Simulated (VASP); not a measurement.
Wanted: the native input for a VASP 6.6.1 run.

```
Task                   : relaxation of cell and atoms
Functional             : RPBE
Potentials or basis    : VASP PAW PBE potentials, release 64 (Co, O)
Cutoff                 : 600 eV
k mesh                 : 8 × 8 × 7
Occupations            : fermi-dirac, width 0.05 eV
Spin                   : collinear spin, ferromagnetic start
Starting moments       : [2.0, 0.0] μB
Further INCAR settings : ALGO = Normal; EDIFF = 1e-06; IBRION = 2; EDIFFG = -0.02; NSW = 60; ISIF = 3
```

The structure of CoO lies in POSCAR:

```
CoO
1.0
    2.8284500000      0.0000000000      0.0000000000
   -1.4142300000      2.4495100000      0.0000000000
    0.0000000000      0.0000000000      2.7217200000
Co O
1 1
Direct
    0.0000000000      0.0000000000      0.5000000000
    0.6666700000      0.3333300000      0.0000000000
```

The cell was built by a generator and needn't be a form met in nature.

The input as run:

INCAR

```
PREC = Accurate
ENCUT = 600
EDIFF = 1E-6
ISMEAR = -1
SIGMA = 0.05
LREAL = F
LASPH = T
NELM = 150
ALGO = Normal
ISIF = 3
LWAVE = F
LCHARG = F
ISPIN = 2
MAGMOM = 2 0
LORBIT = 11
LMAXMIX = 4
GGA = RP
IBRION = 2
NSW = 60
EDIFFG = -0.02
```

KPOINTS

```
regular mesh
0
Gamma
  8 8 7
```

Potentials or basis: VASP PAW PBE potentials, release 64 (Co, O).

Launch:

```console
$ cat potpaw_PBE.64/Co/POTCAR potpaw_PBE.64/O/POTCAR > POTCAR
$ mpirun -np 1 vasp_std > vasp.out
```

Results of the run:

The relaxed volume is 9.76 Å³/atom, the relaxed cell is a = 2.870 Å, b = 2.870 Å, c = 2.737 Å, α = 90.00°, β = 90.00°, γ = 120.00° and the space group after relaxing (to 0.05 Å) is P-6m2 (No. 187). The energy gained by relaxing is 5.7 meV/atom. The ionic steps are 6, the pressure after relaxing is -0.1 GPa and the band gap on the k mesh is none (metal or under the smearing width). The net moment is 3.00 μB per cell. The site moments are Co +2.56; O +0.40 μB and the valence electrons inside the program's atomic spheres are Co 7.79; O 4.96.

Caveat: the PAW data sets were made with another functional, which shifts forces and pressure a little; a cell with one magnetic atom can't hold antiferromagnetic order, which such compounds often take; semilocal functionals often make such compounds metallic where correlation or magnetic order opens a gap, which also shifts bond lengths.

Run time: 90 s on 1 thread of Intel(R) Xeon(R) Platinum 8488C (Sapphire Rapids), on a shared host, peak memory 0.18 GiB.
